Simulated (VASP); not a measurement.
# NiO: relaxation of cell and atoms with PBE

NiO:

```
CELL_PARAMETERS angstrom
0.00000 2.08590 2.08590
2.08590 0.00000 2.08590
2.08590 2.08590 0.00000
ATOMIC_POSITIONS crystal
Ni 0.00000 0.00000 0.00000
O 0.50000 0.50000 0.50000
```

| Property | Result |
| --- | --- |
| Program | VASP 6.6.1 |
| Task | relaxation of cell and atoms |
| Functional | PBE |
| Potentials or basis | VASP PAW PBE potentials, release 54 (Ni, O) |
| Cutoff | 580 eV |
| k mesh | 11 × 11 × 11 |
| Occupations | fermi-dirac, width 0.05 eV |
| Spin | collinear spin, ferromagnetic start |
| Starting moments | [1.0, 0.0] μB |
| Further INCAR settings | ALGO = Normal; EDIFF = 1e-06; IBRION = 2; EDIFFG = -0.005; NSW = 40; ISIF = 3 |

```json
{
  "Relaxed volume": "9.35 Å³/atom",
  "Relaxed cell": "a = 2.979 Å, b = 2.979 Å, c = 2.979 Å, α = 60.00°, β = 60.00°, γ = 60.00°",
  "Space group after relaxing (to 0.05 Å)": "Fm-3m (No. 225)",
  "Energy gained by relaxing": "4.1 meV/atom",
  "Ionic steps": "3",
  "Pressure after relaxing": "0.1 GPa",
  "Band gap on the k mesh": "none (metal or under the smearing width)",
  "Net moment": "1.77 μB per cell",
  "Site moments": "Ni +1.46; O +0.27 μB",
  "Valence electrons inside the program's atomic spheres": "Ni 8.94; O 4.97"
}
```

The path:
| step | energy change (eV) | largest force (eV/Å) | pressure (GPa) | volume (Å³) |
| --- | --- | --- | --- | --- |
| 1 | 0.0000 | 0.0000 | 4.88 | 18.15 |
| 2 | -0.0072 | 0.0000 | -1.79 | 18.89 |
| 3 | -0.0082 | 0.0000 | 0.07 | 18.69 |

Final structure:
```
Ni O
1.0
     0.00000    2.10640    2.10640
     2.10640    0.00000    2.10640
     2.10640    2.10640    0.00000
Ni O
1 1
Cartesian
  0.0000 0.0000 0.0000
  2.1064 2.1064 2.1064
```

Levels at points of the mesh, in eV from the Fermi level:
Spin up:
| k point | band 5 | band 6 | band 7 | band 8 | band 9 | band 10 | band 11 | band 12 | band 13 |
| --- | --- | --- | --- | --- | --- | --- | --- | --- | --- |
| (0.00, 0.00, 0.00) | -2.85 | -2.85 | -2.58 | -2.58 | -2.58 | 1.42 | 17.80 | 18.76 | 18.76 |
Spin down:
```
           k point  band 3  band 4  band 5  band 6  band 7  band 8  band 9  band 10  band 11  band 12
(0.00, 0.00, 0.00)   -2.34   -2.34   -1.76   -1.76   -1.76   -0.52   -0.52     1.77    17.74    18.97
```

It took 25 s on 1 thread of Intel(R) Xeon(R) 6975P-C (Granite Rapids) (shared host), peak memory 0.17 GiB.

Caveat: a cell with one magnetic atom can't hold antiferromagnetic order, which such compounds often take; semilocal functionals often make such compounds metallic where correlation or magnetic order opens a gap, which also shifts bond lengths. PBE usually gives volumes a little too large and moduli too small.
